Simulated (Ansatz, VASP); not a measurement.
Pt: VASP beside Ansatz

```
Pt
1.0
     2.77469    0.00000    0.00000
     1.38734    2.40295    0.00000
     0.00000    0.00000   33.12418
Pt
9
Direct
  0.00000 0.00000 0.21910
  0.33333 0.33333 0.28994
  0.66667 0.66667 0.35992
  0.00000 0.00000 0.42984
  0.33333 0.33333 0.50000
  0.66667 0.66667 0.57016
  0.00000 0.00000 0.64008
  0.33333 0.33333 0.71006
  0.66667 0.66667 0.78090
```

Alike in both runs: functional PBE; k mesh 16 × 16 × 1; occupations gaussian, width 0.1 eV; no spin polarisation.

Ansatz relaxed the structure, and its values are those at the end. VASP's run is a single point on that final structure, the one shown.

|  | VASP | Ansatz |
| --- | --- | --- |
| version | VASP 6.6.1 | Ansatz 0.2.0 |
| potentials or method | VASP PAW PBE potentials, release 64 (Pt) | scalar-relativistic, plane waves, PAW |
| plane-wave cutoff (eV) | 520 | 420 |
| valence electrons in the cell | 90 | 162 |

|  | VASP | Ansatz | Ansatz less VASP |
| --- | --- | --- | --- |
| gap on the k mesh at the Fermi level (eV) | none | none | - |
| rms of the force components (eV/Å) | 0.007 | 0.003 | -0.0034 |

A gap of «none» marks a metal or a gap that the smearing closes. The two sets of potentials don't hold the same shells in valence. Ansatz warned: «gradients_without_spin_orbit».

Spin-orbit coupling is left out, which matters for the levels of Pt.
